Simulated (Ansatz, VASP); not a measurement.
**One calculation of Ge, two programs**

```
Ge
1.0
     0.00000    2.82891    2.77233
     2.82891    0.00000    2.77233
     2.82891    2.82891    0.00000
Ge
2
Direct
  0.75000 0.75000 0.75000
  0.50000 0.50000 0.50000
```

Alike in both runs: functional PBE; k mesh 7 × 7 × 7; occupations fermi-dirac, width 0.05 eV; no spin polarisation.

```csv
,VASP,Ansatz
version,VASP 6.6.1,Ansatz 0.2.0
potentials or method,"VASP PAW PBE potentials, release 64 (Ge_d)",Ansatz PAW
plane-wave cutoff (eV),520,420
valence electrons in the cell,28,28
task,single point,band structure
```

```csv
,VASP,Ansatz,Ansatz less VASP
gap on the k mesh at the Fermi level (eV),0.11,0.11,-0.006
least direct gap on the mesh (eV),0.11,0.11,-0.006
pressure (GPa),5.1,5.2,+0.07
largest component of the traceless stress (GPa),0.92,0.91,-0.008
```

Caveats: an odd mesh through Γ misses points on the zone boundary, where band edges often lie (VASP).
